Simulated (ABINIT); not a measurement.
# BeTe (F-43m) in ABINIT: notebook

One crystal, BeTe, is run at these levels: r2SCAN, PW91+D4, PBEsol, PBEsol+D3; tasks: band structure, equation of state.

Program: ABINIT 10.8.3 (patched build). These are calculated values, not measurements. Logs are shortened: lines on timing, memory, paths and dates and some standing lists are left out, and cuts for length are marked. The log counts tension as positive stress, the text compression.

## Step 1: Starting point

The structure is cubic, space group F-43m (No. 216). The conventional cell has a = 5.540 Å, b = 5.540 Å, c = 5.540 Å, α = 90.00°, β = 90.00°, γ = 90.00°. Around Te (site symmetry -43m) lie 4 Be at 2.40 Å. Be (site symmetry -43m) has 4 Te at 2.40 Å as nearest neighbours.

## Step 2: Band structure, r2SCAN

run.abi

```
# Datasets: ground state, then fixed potential
ndtset 2

# Pseudopotentials
pp_dirpath "./"
pseudos "Te.LDA_PW-JTH.xml, Be.LDA_PW-JTH.xml"

# Structure
acell 3.9173715678 3.9173715678 3.9173715678 Angstrom
rprim
     0.0000000000     0.7071067812     0.7071067812
     0.7071067812     0.0000000000     0.7071067812
     0.7071067812     0.7071067812     0.0000000000
ntypat 2
znucl 52 4
natom 2
typat 1 2
xred
     0.7500000000     0.7500000000     0.7500000000
     0.0000000000     0.0000000000     0.0000000000

# Plane-wave basis
ecut 18.0
pawecutdg 36.0

# Exchange and correlation
ixc -497498
usekden 1
pawxcdev 0

# Bands and occupations
occopt 3
tsmear 0.05 eV

# SCF cycle
nstep 100

# Output
iomode 3
prtwf 0
prteig 0
prtebands 0
enunit 1
prtden1 1
prtkden1 1
prtvha1 1
prtvclmb1 1
prtpot1 1

# Dataset 1
kptopt1 1
ngkpt1 8 8 8
nshiftk1 1
shiftk1 0.0 0.0 0.0
nband1 9
tolvrs1 1.0e-7

# Dataset 2: bands along G-X-W-K-G-L-U-W-L-K
iscf2 -2
getden2 1
getkden2 1
nband2 13
nbdbuf2 2
tolwfr2 1.0e-12
kptopt2 -9
ndivsm2 6
prteig2 1
kptbounds2
     0.0000000000     0.0000000000     0.0000000000
     0.5000000000     0.0000000000     0.5000000000
     0.5000000000     0.2500000000     0.7500000000
     0.3750000000     0.3750000000     0.7500000000
     0.0000000000     0.0000000000     0.0000000000
     0.5000000000     0.5000000000     0.5000000000
     0.6250000000     0.2500000000     0.6250000000
     0.5000000000     0.2500000000     0.7500000000
     0.5000000000     0.5000000000     0.5000000000
     0.3750000000     0.3750000000     0.7500000000
```

Potentials or basis: JTH PAW LDA v2.0.

The run is started by

```sh
$ abinit run.abi > log 2>&1
```

run.abo:

```text
.Version 10.8.3 of ABINIT
 DATASET    1 : space group F-4 3 m (#216); Bravais cF (face-center cubic)
================================================================================
 Values of the parameters that define the memory need for DATASET  1.
     intxc =       0    ionmov =       0      iscf =      17    lmnmax =       8
     lnmax =       4     mgfft =      30  mpssoang =       2    mqgrid =    3001
     natom =       2  nloc_mem =       2    nspden =       1   nspinor =       1
    nsppol =       1      nsym =      24    n1xccc =       1    ntypat =       2
    occopt =       3   xclevel =       2
       mpw =        1058          nfft =       27000          nkpt =          29
 PAW method is used; the additional fine FFT grid is defined by:
   mgfftf=        40    nfftf =     64000
================================================================================
================================================================================

 DATASET    2 : space group F-4 3 m (#216); Bravais cF (face-center cubic)
================================================================================
 Values of the parameters that define the memory need for DATASET  2.
     intxc =       0    ionmov =       0      iscf =      -2    lmnmax =       8
     lnmax =       4     mgfft =      30  mpssoang =       2    mqgrid =    3001
     natom =       2  nloc_mem =       2    nspden =       1   nspinor =       1
    nsppol =       1      nsym =      24    n1xccc =       1    ntypat =       2
    occopt =       3   xclevel =       2
       mpw =        1063          nfft =       27000          nkpt =         103
 PAW method is used; the additional fine FFT grid is defined by:
   mgfftf=        40    nfftf =     64000
================================================================================
================================================================================

--------------------------------------------------------------------------------
------------- Echo of variables that govern the present computation ------------
--------------------------------------------------------------------------------
 -outvars: echo values of preprocessed input variables --------
            acell      7.4027593966E+00  7.4027593966E+00  7.4027593966E+00 Bohr
              amu      1.27600000E+02  9.01218200E+00
             ecut      1.80000000E+01 Hartree
           enunit           1
           getden1          0
           getden2          1
          getkden1          0
          getkden2          1
             iscf1         17
             iscf2         -2
                       outvar_i_n : Printing only first  50 k-points.
              ixc     -497498
           jdtset        1    2
                       outvar_i_n : Printing only first  50 k-points.
           kptopt1          1
           kptopt2         -9
         kptrlatt        8    0    0      0    8    0      0    0    8
          kptrlen1     5.92220752E+01
          kptrlen2     3.00000000E+01
            natom           2
            nband1          9
            nband2         13
           nbdbuf1          0
           nbdbuf2          2
           ndtset           2
           ndivsm1          0
           ndivsm2          6
            ngfft          30      30      30
          ngfftdg          40      40      40
             nkpt1         29
             nkpt2        103
            nstep         100
             nsym          24
           ntypat           2
           occopt           3
        pawecutdg      3.60000000E+01 Hartree
         pawxcdev           0
        prtebands           0
           prteig1          0
           prteig2          1
          prtkden           1
           prtpot1          1
           prtpot2          0
         prtvclmb1          1
         prtvclmb2          0
           prtvha1          1
           prtvha2          0
            prtwf           0
            rprim      0.0000000000E+00  7.0710678120E-01  7.0710678120E-01
                       7.0710678120E-01  0.0000000000E+00  7.0710678120E-01
                       7.0710678120E-01  7.0710678120E-01  0.0000000000E+00
           shiftk1     0.00000000E+00  0.00000000E+00  0.00000000E+00
           shiftk2     5.00000000E-01  5.00000000E-01  5.00000000E-01
          spgroup         216
           tolvrs1     1.00000000E-07
           tolvrs2     0.00000000E+00
           tolwfr1     0.00000000E+00
           tolwfr2     1.00000000E-12
           tsmear      1.83746611E-03 Hartree
            typat      1  2
          usekden           1
           useylm           1
                       outvars : Printing only first  50 k-points.
[... 231 lines left out ...]
 R(3)=  5.2345414  5.2345414  0.0000000  G(3)=  0.0955194  0.0955194 -0.0955194
 Unit cell volume ucvol=  2.8685730E+02 bohr^3
 Angles (23,13,12)=  6.00000000E+01  6.00000000E+01  6.00000000E+01 degrees

[... 34 lines left out ...]
  5.57E-13  3.40E-13  3.50E-13  8.28E-09  5.39E-07
 -3.9554E+00 -5.7899E-01 -3.6637E-01 -3.3181E-01 -2.6480E-01 -6.4277E-02
  4.2247E-02  1.5576E-01  1.7392E-01  2.0374E-01  2.5707E-01  3.8677E-01
  4.4845E-01

Result for kinetic energy density :

--------------------------------------------------------------------------------
 Total kinetic energy density [Ha/Bohr^3]
)     Maximum=    3.5767E-01  at reduced coord.    0.0500    0.9250    0.9750
)     Minimum=    1.3274E-03  at reduced coord.    0.2500    0.2500    0.2500
   Integrated=    4.4428E+00
--------------------------------------------------------------------------------

--- !ResultsGS
iteration_state: {dtset: 2, }
comment   : Summary of ground state results
lattice_vectors:
- [  0.0000000,   5.2345414,   5.2345414, ]
- [  5.2345414,   0.0000000,   5.2345414, ]
- [  5.2345414,   5.2345414,   0.0000000, ]
lattice_lengths: [   7.40276,    7.40276,    7.40276, ]
lattice_angles: [ 60.000,  60.000,  60.000, ] # degrees, (23, 13, 12)
lattice_volume:   2.8685730E+02
convergence: {deltae:  0.000E+00, res2:  0.000E+00, residm:  9.989E-13, diffor:  0.000E+00, }
etotal    :  -4.27736281E-01
entropy   :   0.00000000E+00
fermie    :  -1.33911281E-01
cartesian_stress_tensor: null
pressure_GPa: null
xred      :
- [  7.5000E-01,   7.5000E-01,   7.5000E-01, Te]
- [  0.0000E+00,   0.0000E+00,   0.0000E+00, Be]
cartesian_forces: null
force_length_stats: {min: null, max: null, mean: null, }
...

 Integrated electronic density in atomic spheres:
 ------------------------------------------------
 Atom  Sphere_radius  Integrated_density
    1        2.31107          3.25795763
    2        1.60728          2.52570247

================================================================================

 ----iterations are completed or convergence reached----

 Mean square residual over all n,k,spin=   52.822E-14; max=  99.886E-14
 reduced coordinates (array xred) for    2 atoms
       0.750000000000      0.750000000000      0.750000000000
       0.000000000000      0.000000000000      0.000000000000

 cartesian coordinates (angstrom) at end:
    1      4.15500000010718     4.15500000010718     4.15500000010718
    2      0.00000000000000     0.00000000000000     0.00000000000000
 length scales=  7.402759396560  7.402759396560  7.402759396560 bohr
              =  3.917371567800  3.917371567800  3.917371567800 angstroms
 Eigenvalues (   eV  ) for nkpt= 103  k points:
 kpt#   1, nband= 13, wtk=  1.00000, kpt=  0.0000  0.0000  0.0000 (reduced coord)
-107.63118  -17.88353   -4.73990   -4.73990   -4.73990   -0.72036   -0.72036   -0.72036
   0.18449    4.95487    6.56398    6.56398    8.06594
 kpt#   2, nband= 13, wtk=  1.00000, kpt=  0.0294  0.0000  0.0294 (reduced coord)
-107.63132  -17.87093   -4.81781   -4.79276   -4.79276   -0.74911   -0.64652   -0.64652
   0.26780    4.99146    6.24471    6.58172    8.09851
 kpt#   3, nband= 13, wtk=  1.00000, kpt=  0.0588  0.0000  0.0588 (reduced coord)
-107.63091  -17.83324   -5.03624   -4.93989   -4.93989   -0.82797   -0.43646   -0.43646
   0.49177    5.05980    5.68788    6.63528    8.19415
 kpt#   4, nband= 13, wtk=  1.00000, kpt=  0.0882  0.0000  0.0882 (reduced coord)
-107.63076  -17.77083   -5.36031   -5.15492   -5.15492   -0.94445   -0.11743   -0.11743
   0.79385    4.81678    5.51394    6.72453    8.35483
 kpt#   5, nband= 13, wtk=  1.00000, kpt=  0.1176  0.0000  0.1176 (reduced coord)
-107.63086  -17.68429   -5.75414   -5.41016   -5.41016   -1.08773    0.28192    0.28192
   1.08398    4.34937    5.74687    6.84926    8.58061
 kpt#   6, nband= 13, wtk=  1.00000, kpt=  0.1471  0.0000  0.1471 (reduced coord)
-107.63097  -17.57456   -6.18997   -5.68375   -5.68375   -1.24804    0.73837    0.73837
[... 278 lines left out ...]
-107.63163  -16.01379  -10.33725   -8.12461   -6.68231   -1.11468    2.12771    2.22248
   3.48083    5.73984    6.99096    9.03963   10.71371
 kpt# 100, nband= 13, wtk=  1.00000, kpt=  0.4125  0.4125  0.6750 (reduced coord)
-107.63157  -15.93009  -10.18352   -8.53387   -6.83946   -1.31129    2.78319    2.80004
   2.91627    5.62357    6.81843    9.68192   10.94999
 kpt# 101, nband= 13, wtk=  1.00000, kpt=  0.4000  0.4000  0.7000 (reduced coord)
-107.63143  -15.85270  -10.03973   -8.86121   -6.98241   -1.48605    2.26769    3.34393
   3.57036    5.50132    6.72912   10.25294   11.27540
 kpt# 102, nband= 13, wtk=  1.00000, kpt=  0.3875  0.3875  0.7250 (reduced coord)
-107.63135  -15.79099   -9.95370   -9.04485   -7.10578   -1.63293    1.69044    3.85209
   4.26173    5.41325    6.76792   10.51861   11.79446
 kpt# 103, nband= 13, wtk=  1.00000, kpt=  0.3750  0.3750  0.7500 (reduced coord)
-107.63135  -15.75506   -9.96937   -9.02888   -7.20565   -1.74907    1.14961    4.23847
   4.73248    5.54392    6.99520   10.52453   12.20291

== END DATASET(S) ==============================================================
================================================================================

 -outvars: echo values of variables after computation  --------
            acell      7.4027593966E+00  7.4027593966E+00  7.4027593966E+00 Bohr
           etotal1    -4.2773628058E-01
            fcart1    -0.0000000000E+00 -0.0000000000E+00 -0.0000000000E+00
                      -0.0000000000E+00 -0.0000000000E+00 -0.0000000000E+00
            rprim      0.0000000000E+00  7.0710678120E-01  7.0710678120E-01
                       7.0710678120E-01  0.0000000000E+00  7.0710678120E-01
                       7.0710678120E-01  7.0710678120E-01  0.0000000000E+00
           strten1    -1.3999908514E-04 -1.3999908514E-04 -1.3999908514E-04
                       0.0000000000E+00  0.0000000000E+00  0.0000000000E+00
           xangst      4.1550000001E+00  4.1550000001E+00  4.1550000001E+00
                       0.0000000000E+00  0.0000000000E+00  0.0000000000E+00
             xred      7.5000000000E-01  7.5000000000E-01  7.5000000000E-01
                       0.0000000000E+00  0.0000000000E+00  0.0000000000E+00
 Calculation completed.
```

Wall time 2.2 min (1 thread of Arm Neoverse V1, shared host); peak memory 0.13 GiB.

Results:

```yaml
Free_energy: -11.6393 eV
Band_gap_on_the_k_mesh: 2.19 eV, indirect (least direct gap 4.02 eV)
Valence_electrons_inside_the_program's_atomic_spheres: Te 3.26; Be 2.53
```

Levels at the corners of the path, in eV from the valence-band top:
```csv
point,band 2,band 3,band 4,band 5,band 6,band 7,band 8,band 9,band 10
Γ,-13.14,0.00,0.00,0.00,4.02,4.02,4.02,4.92,9.69
X,-10.99,-5.62,-2.92,-2.92,2.19,2.89,11.16,11.16,13.27
W,-10.95,-5.04,-4.08,-3.56,5.75,6.17,6.51,7.00,12.43
K,-11.02,-5.23,-4.29,-2.47,2.99,5.89,8.98,9.47,10.28
Γ,-13.14,0.00,0.00,0.00,4.02,4.02,4.02,4.92,9.69
L,-11.58,-6.09,-1.24,-1.24,3.70,5.03,5.03,8.85,12.40
U,-11.02,-5.23,-4.29,-2.47,2.99,5.89,8.98,9.47,10.28
W,-10.95,-5.04,-4.08,-3.56,5.75,6.17,6.51,7.00,12.43
L,-11.58,-6.09,-1.24,-1.24,3.70,5.03,5.03,8.85,12.40
K,-11.02,-5.23,-4.29,-2.47,2.99,5.89,8.98,9.47,10.28
```

Caveat: the cutoff is too short for stress, so the log's stress isn't used; the PAW data sets were made with another functional, which shifts forces and pressure a little; spin-orbit coupling is left out, which moves the levels of the heavy elements. r2SCAN opens gaps a little over a GGA but as a rule still falls short of measured ones.

## Step 3: Equation of state, PW91+D4

run.py

```python
import json, os
import numpy as np
from ase.eos import EquationOfState
from ase.units import GPa
from ase.calculators.mixing import SumCalculator
from dftd4.ase import DFTD4
from ase.calculators.abinit import Abinit, AbinitProfile
from ase import Atoms

atoms = Atoms(['Te', 'Be'],
              cell=[[0.0, 2.77, 2.77], [2.77, 0.0, 2.77], [2.77, 2.77, 0.0]],
              scaled_positions=[[0.75, 0.75, 0.75], [0.0, 0.0, 0.0]],
              pbc=True)

profile = AbinitProfile(command='abinit', pp_paths=[os.path.abspath('pseudos')])
params = dict(
    pps='pawxml', xc='PBE',
    ecut=408.1708,
    pawecutdg=816.3416,
    kptopt=1,
    ngkpt=[8, 8, 8],
    nshiftk=1,
    shiftk=[0.0, 0.0, 0.0],
    ixc=-109134,
    nband=9,
    occopt=3,
    tsmear=0.05,
    nstep=100,
    tolvrs=1e-09,
    prtwf=0,
    prtden=0,
)

cell0 = atoms.cell.copy()
volumes, energies = [], []
for i, x in enumerate([0.94, 0.96, 0.98, 1.0, 1.02, 1.04, 1.06]):
    atoms.set_cell(cell0 * x ** (1 / 3), scale_atoms=True)
    atoms.calc = SumCalculator([Abinit(profile=profile, directory=f'v{i}', **params), DFTD4(method='pw91')])
    volumes.append(atoms.get_volume() / len(atoms))
    dft, disp = atoms.calc.mixer.calcs
    energies.append((dft.get_property('free_energy', atoms) + disp.get_property('energy', atoms)) / len(atoms))
    print(f'{x:5.2f} {volumes[-1]:10.5f} A^3/atom {energies[-1]:14.6f} eV/atom', flush=True)
    json.dump(dict(volumes=volumes, energies=energies), open('results.json', 'w'))
v0, e0, b0 = EquationOfState(volumes, energies, eos='birchmurnaghan').fit()
print(f'V0 {v0:.4f} A^3/atom  E0 {e0:.6f} eV/atom  B0 {b0 / GPa:.2f} GPa')
```

Potentials or basis: JTH PAW PBE v2.0.

The run is started by

```sh
$ python run.py
```

It took 85 s on 1 thread of Arm Neoverse V1, shared host; peak memory 0.11 GiB.

Results (log left out):

* Equilibrium volume: 22.08 Å³/atom
* Bulk modulus: 61 GPa
* Pressure derivative of the bulk modulus: 4.2 (rough: it moves with the points fitted)

Energy against volume, from the lowest point:
| volume (Å³/atom) | energy (meV/atom) |
| --- | --- |
| 19.979 | 45.21 |
| 20.404 | 27.79 |
| 20.829 | 14.76 |
| 21.254 | 6.59 |
| 21.679 | 1.45 |
| 22.104 | 0.00 |
| 22.529 | 1.84 |

Caveat: the cutoff is too short for stress, so the log's stress isn't used; pressures at fixed basis lie under the slope of the energies; the log and the count of SCF iterations are those of the last ABINIT call alone; the PAW data sets were made with another functional, which shifts forces and pressure a little. The run has no spin-orbit coupling, so splittings on Te are missing.

## Step 4: Equation of state, PBEsol

run.abi

```
# Datasets: one volume each
ndtset 7
getwfk -1
scalecart1 3*0.9795861087
scalecart2 3*0.9864848297
scalecart3 3*0.9932883884
scalecart4 3*1.0000000000
scalecart5 3*1.0066227096
scalecart6 3*1.0131594038
scalecart7 3*1.0196128224

# Pseudopotentials
pp_dirpath "./"
pseudos "Te.GGA_PBE-JTH.xml, Be.GGA_PBE-JTH.xml"

# Structure
acell 7.4027593915 7.4027593915 7.4027593915
rprim
     0.0000000000     0.7071067812     0.7071067812
     0.7071067812     0.0000000000     0.7071067812
     0.7071067812     0.7071067812     0.0000000000
ntypat 2
znucl 52 4
natom 2
typat 1 2
xred
     0.7500000000     0.7500000000     0.7500000000
     0.0000000000     0.0000000000     0.0000000000

# Plane-wave basis
ecut 10.0
pawecutdg 20.0

# k points
kptopt 1
ngkpt 8 8 8
nshiftk 1
shiftk 0.0 0.0 0.0

# Exchange and correlation
ixc -116133

# Bands and occupations
nband 9
occopt 3
tsmear 0.05 eV

# SCF cycle
nstep 100
tolvrs 1.0e-9

# Output
iomode 3
prtwf 1
prtden 0
prteig 0
prtebands 0
enunit 2
```

The run is started by

```sh
$ abinit run.abi > log 2>&1
```

Wall time 50 s (1 thread of Arm Neoverse V1, shared host); peak memory 0.12 GiB.

It converged, with:

* Equilibrium volume: 22.06 Å³/atom (rough: see the caveat)
* Bulk modulus: 61 GPa (rough)

Energy against volume, from the lowest point:
| volume (Å³/atom) | energy (meV/atom) |
| --- | --- |
| 19.979 | 43.61 |
| 20.404 | 30.86 |
| 20.829 | 11.06 |
| 21.254 | 9.50 |
| 21.679 | 0.00 |
| 22.104 | 2.92 |
| 22.529 | 2.04 |

Caveat: the cutoff is too short for stress, so the log's stress isn't used; pressures at fixed basis lie under the slope of the energies; the fit is doubtful: noisy points or a state that changes with volume; the PAW data sets were made with another functional, which shifts forces and pressure a little.

## Step 5: Equation of state, PBEsol+D3

Edit run.py of step 3 so:

```diff
@@ -5,3 +5,3 @@
 from ase.calculators.mixing import SumCalculator
-from dftd4.ase import DFTD4
+from dftd3.ase import DFTD3
 from ase.calculators.abinit import Abinit, AbinitProfile
@@ -23,3 +23,3 @@
     shiftk=[0.0, 0.0, 0.0],
-    ixc=-109134,
+    ixc=-116133,
     nband=9,
@@ -37,3 +37,3 @@
     atoms.set_cell(cell0 * x ** (1 / 3), scale_atoms=True)
-    atoms.calc = SumCalculator([Abinit(profile=profile, directory=f'v{i}', **params), DFTD4(method='pw91')])
+    atoms.calc = SumCalculator([Abinit(profile=profile, directory=f'v{i}', **params), DFTD3(method='pbesol', damping='d3zero')])
     volumes.append(atoms.get_volume() / len(atoms))
```

The run is started by

```sh
$ python run.py
```

It took 82 s on 1 thread of Arm Neoverse V1, shared host; peak memory 0.11 GiB.

Results (log left out):

| Item | Value |
| --- | --- |
| Equilibrium volume | 21.70 Å³/atom |
| Bulk modulus | 61 GPa |
| Pressure derivative of the bulk modulus | 4.2 |

Energy against volume, from the lowest point:
```tsv
volume (Å³/atom)	energy (meV/atom)
19.979	30.14
20.404	16.61
20.829	7.09
21.254	2.16
21.679	0.00
22.104	1.46
22.529	5.71
```

Caveat: the cutoff is too short for stress, so the log's stress isn't used; pressures at fixed basis lie under the slope of the energies; the log and the count of SCF iterations are those of the last ABINIT call alone; the PAW data sets were made with another functional, which shifts forces and pressure a little.

## Step 6: Summary

| task | level | potentials or basis | cutoff (eV) | fine-grid cutoff | dispersion computed by | V0 of scaled cells (Å³/atom) | B0 (GPa) |
| --- | --- | --- | --- | --- | --- | --- | --- |
| band structure | r2SCAN | JTH PAW LDA v2.0 | 490 | 979.61 eV | - | - | - |
| equation of state | PW91+D4 | JTH PAW PBE v2.0 | 408 | 816.342 eV | dftd4 4.3.1 | 22.08 | 61 |
| equation of state | PBEsol | JTH PAW PBE v2.0 | 272 | 544.228 eV | - | - | - |
| equation of state | PBEsol+D3 | JTH PAW PBE v2.0 | 408 | 816.342 eV | simple-dftd3 1.7.0 | 21.70 | 61 |

Alike in all rows: no spin polarisation; cell as given; k mesh 8 × 8 × 8; smearing fermi-dirac 0.05 eV.

Caveats: the PAW data sets were made with another functional, which shifts forces and pressure a little; pressures at fixed basis lie under the slope of the energies (some runs); spin-orbit coupling is left out, which moves the levels of the heavy elements (some runs); the fit is doubtful: noisy points or a state that changes with volume (some runs).

Total energies depend on the potentials used, so only differences within one code and one set of settings carry meaning.
